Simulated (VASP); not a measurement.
KBr:

```
CELL_PARAMETERS angstrom
0.00000 3.27989 3.27989
3.27989 0.00000 3.27989
3.27989 3.27989 0.00000
ATOMIC_POSITIONS crystal
K 0.00000 0.00000 0.00000
Br 0.50000 0.50000 0.50000
```

Base run:

```yaml
Program: VASP 6.6.1
Functional: PBE
Potentials_or_basis: VASP PAW PBE potentials, release 64 (K_sv, Br)
Cutoff: 520 eV
k_mesh: 8 × 8 × 8
Occupations: gaussian, width 0.03 eV
Spin: no spin polarisation
```

Its results: band gap on the k mesh 4.48 eV, direct; pressure 1.1 GPa.

The run is repeated on the same cell with these changes: functional from PBE to r2SCAN; further incar settings from ALGO = Fast; EDIFF = 1e-06; NBANDS = 32 to ALGO = Normal; EDIFF = 1e-06; NBANDS = 15. What comes out?

Band gap on the k mesh 5.13 eV, direct; pressure 0.4 GPa.

Caveats: the PAW data sets were made with another functional, which shifts forces and pressure a little (some runs).
